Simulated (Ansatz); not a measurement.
Straining AlAs

Level of theory: DFT PBE, scalar-relativistic, plane waves, PAW in Ansatz. Run with 420 eV cutoff, 8×8×6 k-mesh, Gaussian smearing of 0.02 eV, no spin polarisation.

Reference structure (relaxed):

```
CELL_PARAMETERS angstrom
2.86396 2.86396 0.00000
-2.86396 2.86396 0.00000
0.00000 0.00000 5.72791
ATOMIC_POSITIONS crystal
Al 0.00000 0.00000 0.00000
Al 0.50000 0.50000 0.50000
As 0.50000 0.00000 0.25000
As 0.00000 0.50000 0.75000
```

Deformation: all cell vectors scaled alike, the atoms relaxed, all within the symmetry that the strain leaves. Energies are extrapolated to zero smearing. Stress is positive in compression, on the Cartesian axes of the cell above. Gaps are Kohn–Sham gaps over the whole zone.

Strains computed: -6.0, -4.0, -2.0, +2.0, +4.0, +6.0 %.

(1) At which strain does the energy stand 16.4 meV/atom over the relaxed crystal with σxx = -3.49, σyy = -3.49, σzz = -3.50 GPa?

## Answers

(1) +2.0 %. The gap there is 1.33 eV against 1.50 unstrained.